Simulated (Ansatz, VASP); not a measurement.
## Cr in VASP and in Ansatz

```
CELL_PARAMETERS angstrom
2.53010 0.00000 0.00000
-1.26505 2.19113 0.00000
0.00000 0.00000 25.32911
ATOMIC_POSITIONS crystal
Cr 0.66667 0.33333 0.29579
Cr 0.33333 0.66667 0.37837
Cr 0.00000 0.00000 0.45985
Cr 0.66667 0.33333 0.54015
Cr 0.33333 0.66667 0.62163
Cr 0.00000 0.00000 0.70421
```

Alike in both runs: functional PBEsol; k mesh 15 × 15 × 1; occupations gaussian, width 0.1 eV; no spin polarisation.

Ansatz relaxed the structure, and its values are those at the end. VASP's run is a single point on that final structure, the one shown.

|  | VASP | Ansatz |
| --- | --- | --- |
| version | VASP 6.6.1 | Ansatz 0.2.0 |
| potentials or method | VASP PAW PBE potentials, release 64 (Cr_pv) | scalar-relativistic, plane waves, PAW |
| plane-wave cutoff (eV) | 520 | 420 |
| valence electrons in the cell | 72 | 84 |

|  | VASP | Ansatz | Ansatz less VASP |
| --- | --- | --- | --- |
| gap on the k mesh at the Fermi level (eV) | none | none | - |
| rms of the force components (eV/Å) | 0.008 | 0.003 | -0.0046 |

A gap of «none» marks a metal or a gap that the smearing closes. With one functional, cell and mesh, what is left measures potentials, basis and numerics. The two sets of potentials don't hold the same shells in valence.

Caveats: the PAW data sets were made with another functional, which shifts forces and pressure a little (VASP); the run has no spin polarisation, though such a crystal can be magnetic. Spin polarisation is off, so any magnetic state and its effect on volume and gap are missing.
